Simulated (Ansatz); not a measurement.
# Ga2O3: the cost of one run

Method: DFT LDA, scalar-relativistic, plane waves, PAW, and further levels as typed in the inputs, in Ansatz 0.2.0.

## Step 1: Starting point

Symmetry: C2/m, No. 12, monoclinic system. The conventional cell has a = 12.214 Å, b = 3.037 Å, c = 5.798 Å, α = 90.00°, β = 103.83°, γ = 90.00°. Ga (site symmetry m) has 4 O at 1.83 to 1.86 Å as nearest neighbours. Ga (site symmetry m) has 6 O at 1.94 to 2.07 Å as nearest neighbours. O (site symmetry m) has 3 Ga at 1.83 to 1.94 Å as nearest neighbours. O (site symmetry m) is surrounded by 4 Ga at 1.86 to 2.07 Å.

Coordinates:

```
CELL_PARAMETERS angstrom
6.10700 -1.51855 0.00000
6.10700 1.51855 0.00000
-1.38599 0.00000 5.63001
ATOMIC_POSITIONS crystal
Ga 0.09050 0.09050 0.79460
Ga 0.90950 0.90950 0.20540
Ga 0.65866 0.65866 0.31402
Ga 0.34134 0.34134 0.68598
O 0.16450 0.16450 0.10980
O 0.83550 0.83550 0.89020
O 0.17330 0.17330 0.56320
O 0.82670 0.82670 0.43680
O 0.49590 0.49590 0.25660
O 0.50410 0.50410 0.74340
```

The structure rests on an entry of the Crystallography Open Database; cell or positions may have been set otherwise for this series.

## Step 2: Single point: Ga2O3, no spin

Contents of input.yaml:

```yaml
crystal:
  lattice:
    - [6.107, -1.51855, 0.0]
    - [6.107, 1.51855, 0.0]
    - [-1.3859888959, 0.0, 5.630008738]
  atoms:
    - { symbol: Ga, position: [0.0905, 0.0905, 0.7946] }
    - { symbol: Ga, position: [0.9095, 0.9095, 0.2054] }
    - { symbol: Ga, position: [0.65866, 0.65866, 0.31402] }
    - { symbol: Ga, position: [0.34134, 0.34134, 0.68598] }
    - { symbol: O, position: [0.1645, 0.1645, 0.1098] }
    - { symbol: O, position: [0.8355, 0.8355, 0.8902] }
    - { symbol: O, position: [0.1733, 0.1733, 0.5632] }
    - { symbol: O, position: [0.8267, 0.8267, 0.4368] }
    - { symbol: O, position: [0.4959, 0.4959, 0.2566] }
    - { symbol: O, position: [0.5041, 0.5041, 0.7434] }
scf:
  occupations: { method: fixed }
output:
  forces: false
  stress: false
  eigenvalues: true
  eigenstates:
    kpoints:
      - [0, 0, 0]
      - [0.038878, 0.038878, -0.008823]
      - [0.077757, 0.077757, -0.017647]
      - [-0.009667, 0.009667, 0.0]
      - [-0.019335, 0.019335, 0.0]
      - [-0.009294, -0.009294, 0.036912]
      - [-0.018587, -0.018587, 0.073824]
      - [0.0, 0.0, 0.035842]
      - [0.0, 0.0, 0.071683]
      - [0.5, 0.5, 0.5]
      - [0.5, 0.5, 0]
      - [0, 0, 0.5]
      - [0.5, 0, 0]
      - [0.5, 0, 0.5]
    e_range: [-4.5, 9]
  write_density: true
  write_potential: true
  elf: true
  volumetric_format: npy
kpoints:
  mp_grid: { grid: [6, 6, 5] }
hamiltonian:
  xc: lda
```

Command:

```bash
$ ansatz run input.yaml --threads 4 --pin off --max-ram 16384MiB --backend cpu --events-out ev --progress --plain --runs-dir out
```

**Question.** How long does this run take on 4 threads of Intel Xeon Platinum 8259CL at 2.50GHz (Skylake/Cascade Lake), shared host, and how much memory does it need?

About 9.9 s, with a peak of 0.6 GiB.
